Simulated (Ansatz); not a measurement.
TaN in Ansatz: the effect of functional

The system is TaN.

```xyz
2
Lattice="0.0000 2.2260 2.2260 2.2260 0.0000 2.2260 2.2260 2.2260 0.0000" Properties=species:S:1:pos:R:3 pbc="T T T"
Ta    2.2260    2.2260    2.2260
N     0.0000    0.0000    0.0000
```

The cell comes from a database or a generator and needn't be the stable form of this composition.

The cell isn't the ideal one: volume scaled by 1.02.

Alike in all runs:

- Program: Ansatz 0.2.0
- Task: single point
- Potentials or basis: Ansatz PAW
- k mesh: 10 × 10 × 10
- Occupations: fermi-dirac, width 0.05 eV
- Spin: no spin polarisation

| functional | cutoff | pressure (GPa) |
| --- | --- | --- |
| LDA | 420 eV (not typed: the program's choice for these potentials) | -22.8 |
| r2SCAN | 500 eV (not typed: the program's choice for these potentials) | ? |
| PBE | 420 eV (not typed: the program's choice for these potentials) | -7.5 |

What does the run with functional r2SCAN give?

Pressure -12.3 GPa.

Caveats: the PAW data sets come from PBE, with cores solved anew for the run's functional, which leaves a small shift of forces and pressure (some runs).
